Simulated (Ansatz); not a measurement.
**Ge under changes of volume**

One of the cells (39.048 Å³/atom); the others are scaled copies at fixed shape and fractional positions:

```
Ge
1.0
     4.05040    0.00000    0.00000
    -2.02520    3.50775    0.00000
     0.00000    0.00000   10.99336
Ge
4
Cartesian
  2.0252 1.1693 4.5606
  0.0000 2.3385 10.0573
  0.0000 0.0000 5.2488
  0.0000 0.0000 10.7455
```

This isn't the form of Ge at room conditions, which is diamond.

| Quantity | Value |
| --- | --- |
| Program | Ansatz 0.2.0 |
| Functional | r2SCAN |
| Potentials or basis | Ansatz PAW |
| Cutoff | 500 eV (not typed: the program's choice for these potentials) |
| k mesh | 6 × 6 × 2 |
| Occupations | fermi-dirac, width 0.05 eV |
| Spin | no spin polarisation |

```csv
volume (Å³/atom),energy over the lowest point (meV/atom),pressure (GPa),largest force (eV/Å)
36.705,0.00,0.1,0.107
37.486,1.15,-0.6,0.162
38.267,5.63,-1.2,0.212
39.048,13.03,-1.8,0.256
39.829,23.01,-2.3,0.295
40.610,35.28,-2.7,0.331
41.391,?,?,?
```

Problem. What does the run at 41.391 Å³/atom give?

Solution. Energy over the lowest point 49.55 meV/atom; pressure -3.1 GPa; largest force 0.363 eV/Å.

Worked out: A Birch-Murnaghan fit of order 3 (a polynomial in V^(-2/3)) to the other rows has its minimum at 36.84 Å³/atom with B0 = V·E''(V) = 36 GPa and B' = 4.9 at fixed shape and positions, which overstates the stiffness. It gives 49.55 meV/atom at 41.391 Å³/atom, against the run's 49.55, and -dE/dV = -3.1 GPa, against -3.1.

Energies are extrapolated to zero smearing.

Caveats: the PAW data sets come from PBE, with cores solved anew for the run's functional, which leaves a small shift of forces and pressure.
